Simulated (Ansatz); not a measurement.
Crystal: VH2.

```xyz
3
Lattice="0.0000 2.1355 2.1355 2.1355 0.0000 2.1355 2.1355 2.1355 0.0000" Properties=species:S:1:pos:R:3 pbc="T T T"
V     0.0000    0.0000    0.0000
H     3.2032    3.2032    3.2032
H     1.0677    1.0677    1.0677
```

Base run:

* Program: Ansatz 0.2.0
* Functional: r2SCAN
* Potentials or basis: Ansatz PAW
* Cutoff: 500 eV (not typed: the program's choice for these potentials)
* k mesh: 11 × 11 × 11
* Occupations: fermi-dirac, width 0.05 eV
* Spin: collinear spin, ferromagnetic start
* Starting moments: [2.0, 0.0, 0.0] μB
* Hubbard terms: V d U = 3 eV

Its results: band gap on the k mesh none (metal or under the smearing width); pressure 12.9 GPa; net moment 1.86 μB per cell; site moments V +1.40; H -0.01 μB.

Problem. The run is repeated on the same cell with these changes: hubbard terms from V d U = 3 eV to none; hubbard projectors from ortho-atomic (the default) to none. What comes out?

Solution. Band gap on the k mesh none (metal or under the smearing width); pressure -2.4 GPa; net moment 1.24 μB per cell; site moments V +0.90; H +0.00 μB.

Caveats: the magnetic or orbital state may not be the lowest; the PAW data sets come from PBE, with cores solved anew for the run's functional, which leaves a small shift of forces and pressure; the U is typed as a test and isn't derived for this compound (some runs).
